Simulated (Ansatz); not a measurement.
# 1T-MnSSe monolayer in a perpendicular field, part 3 of 3

What dipole does a perpendicular field induce in the 1T-MnSSe monolayer? A positive field points along +c.

Ansatz 0.2.0; plane-wave DFT, PBE-D3(BJ), Ansatz PAW (set soft_1); PAW set soft_1.

So far, work function, upper face (eV): step 3 (atoms held, field 0) 5.53.

## Step 5: Single point, field -0.1 V/Å

input.yaml

```yaml
crystal:
  lattice:
    - [3.3408227052, 0.0, 0.0]
    - [-1.6704113526, 2.8932373323, 0.0]
    - [0.0, 0.0, 20.8015072021]
  atoms:
    - { symbol: Se, position: [0.6666666667, 0.3333333333, 0.4326609564], spin: -0.04 }
    - { symbol: Mn, position: [0.0, 0.0, 0.5059034495], spin: 2.6 }
    - { symbol: S, position: [0.3333333333, 0.6666666667, 0.5673390436], spin: -0.02 }
magnetization:
  spin_polarized: true
kpoints:
  mp_grid: { grid: [18, 18, 1] }
  band_path:
    path: [[0, 0, 0], [0.5, 0, 0], [0.33333333, 0.33333333, 0], [0, 0, 0]]
    npoints: 16
hamiltonian:
  xc: pbe
  dispersion: d3bj
  pseudopotentials: { kind: paw, azcp: { folder: soft_1 } }
scf:
  occupations: { method: fermi_dirac, width: 0.02585 }
  convergence: { dr2_threshold: 1.0e-10 }
efield:
  axis: 3
  dipole_correction: true
  ramp_position: 0.9399
  ramp_width: 0.113
  amplitude: -0.1
output:
  write_potential: true
  write_density: true
  volumetric_format: npy
```

Command:

```sh
$ ansatz run input.yaml --threads 2 --pin off --max-ram 3072MiB --backend cpu --events-out ev --progress --plain --runs-dir out
```

Numbers of over 12 decimals in the logs are rounded to 6 here.

What it wrote:

```text
[...]
Crystal: 3 atoms, lattice volume = 201.063 Å³
Basis set: ecut = 420 eV, 4029 PW (Γ)
Bands: 24, of which v1, the nominal top of the filled ones, is band 19 counted from 1 (18 counted from 0)
Symmetry: 6 space group operations
k-points: 37 of 324 (time reversal used)
[...]
Starting moments: Σ|m| = 2.66 μB on 3 of 3 sites
[...]
k-point 1 ↑: bands = [... 15 lower, -3.7637, -3.2964, -2.5113, -0.9877, -0.8558, 0.8265, 1.0149, 3.4709, ... 1 higher]
  k-point 2 ↑: bands = [... 15 lower, -3.8303, -3.2827, -2.4517, -1.3524, -0.9432, 0.3023, 0.9075, 3.6632, ... 1 higher]
  k-point 36 ↓: bands = [... 15 lower, -3.8339, -3.7274, -0.4043, -0.1391, -0.0274, 0.6660, 1.0628, 5.4571, ... 1 higher]
[key lines of the parts left out:]
SCF converged after 13 iterations
Magnetization: 2.7546 μB (19.8773 up, 17.1227 down)
Free energy (F): -10272.234649 eV
Fermi energy:    -1.145192 eV
Dipole field:    D = -0.048608 V/Å  (p = -0.054010 e·Å, saw-weighted, corrected)
```

Elapsed: 37 s, on 2 threads of Arm Neoverse V1, shared host; peak memory 0.69 GiB.

The dipole is -0.0540 e·Å, -0.0267 e·Å from its value without field.

## Step 6: Response, atoms held

This step: plane-wave DFT, PBE-D3(BJ), Ansatz PAW (set soft_1); response to a field along the normal, atoms held; PAW set soft_1 (Ansatz 0.2.0).

The dipoles give the slope, and the difference of two potentials shows where the field is screened.

Numbers from this step:

| Quantity | Value |
| --- | --- |
| equivalent conductor thickness p/(ε₀AE) | 4.996 Å |
| distance between the outer atoms | 2.802 Å |

The dipole of the cell by applied field:

```
applied field (V/Å)  dipole of the cell (e·Å)
            -0.1000                   -0.0540
             0.0000                   -0.0273
             0.1000                   -6.3e-4
```

The total moment stays at 2.76 μB for applied field from -0.1 to 0.1 V/Å.

Local field over the applied field, running mean. From the potentials at -0.1 and 0.1 V/Å; running mean over 2.5 Å. Local field over applied field against z:

```
z (Å)  local field over applied field
 4.04                           0.999
 4.48                           0.998
 4.91                           0.996
 5.34                           0.989
 5.78                           0.974
 6.21                           0.940
 6.64                           0.872
 7.08                           0.759
 7.51                           0.616
 7.95                           0.462
 8.38                           0.307
 8.81                           0.172
 9.25                          0.0830
 9.68                          0.0391
10.11                          0.0186
10.69                          0.0229
11.12                          0.0537
11.56                           0.114
11.99                           0.216
12.42                           0.355
12.86                           0.512
13.29                           0.666
13.72                           0.804
14.16                           0.903
14.59                           0.957
15.02                           0.983
15.46                           0.993
15.89                           0.997
16.32                           0.999
16.76                           1.000
```

Electrons, planar mean, per unit field. Table of induced electron density by z:

```
z (Å)  induced electron density (e/Å³ per V/Å)
 4.04                                   2.5e-6
 4.33                                   5.0e-6
 4.77                                   1.3e-5
 5.06                                   2.6e-5
 5.49                                   6.6e-5
 5.78                                   1.2e-4
 6.07                                   2.2e-4
 6.50                                   5.1e-4
 6.79                                   8.8e-4
 7.08                                  0.00145
 7.51                                  0.00270
 7.80                                  0.00344
 8.23                                  0.00290
 8.52                                  0.00152
 8.81                                  0.00103
 9.25                                   8.5e-4
 9.53                                   5.1e-4
 9.82                                  -4.9e-4
10.26                                  -4.8e-4
10.55                                   1.1e-4
10.98                                   5.0e-4
11.27                                  -2.0e-4
11.56                                  -9.0e-4
11.99                                 -0.00105
12.28                                 -0.00217
12.57                                 -0.00348
13.00                                 -0.00326
13.29                                 -0.00231
13.72                                 -0.00112
14.01                                  -6.4e-4
14.30                                  -3.6e-4
14.73                                  -1.5e-4
15.02                                  -7.7e-5
15.31                                  -4.0e-5
15.75                                  -1.5e-5
16.03                                  -7.7e-6
16.47                                  -2.7e-6
16.76                                  -1.4e-6
```

By hand: between -0.1 and 0.1 V/Å the dipole changes by 0.05338 e·Å, a slope of 0.2669 e·Å²/V. A perfect conductor of thickness t has p = ε₀AEt, so t = 180.95 × 0.2669 / 9.666 = 5.00 Å (e/ε₀ = 180.95 V·Å, A in Å²).

The induced dipole is that of a conductor 5.00 Å thick.

## Step 7: Outcome

```
gap without field                          : none
work function, upper face                  : 5.53 eV
step between the vacuum levels             : 0.512 eV
equivalent conductor thickness, atoms held : 5.00 Å
```

**Reading.** The induced dipole equals that of a perfect conductor 5.00 Å thick, while the outer atoms lie 2.80 Å apart. The two faces differ: the vacuum level above lies 0.51 eV higher than the one below. There is no gap over 0.03 eV, with or without the field. For an open d or f shell that can be the fault of a semilocal functional without a Hubbard term. The magnetic order is the one reached from the typed start; other orders were not compared. Spin-orbit coupling is left out.

[Logs are printed without paths, hosts, clocks, repeated set-up lines and the standing remarks that a program may print on its own settings, such as how far it seeks lower states.]

[Hosts, paths, dates, database ids (printed as entryN), source tags and the programs' standing remarks are cut or masked in the printed files.]

[Maps of the electrostatic potential energy from Ansatz leave out the sawtooth potential of an applied field or a dipole correction, so their vacuum need not be flat; planar profiles and work functions include it.]
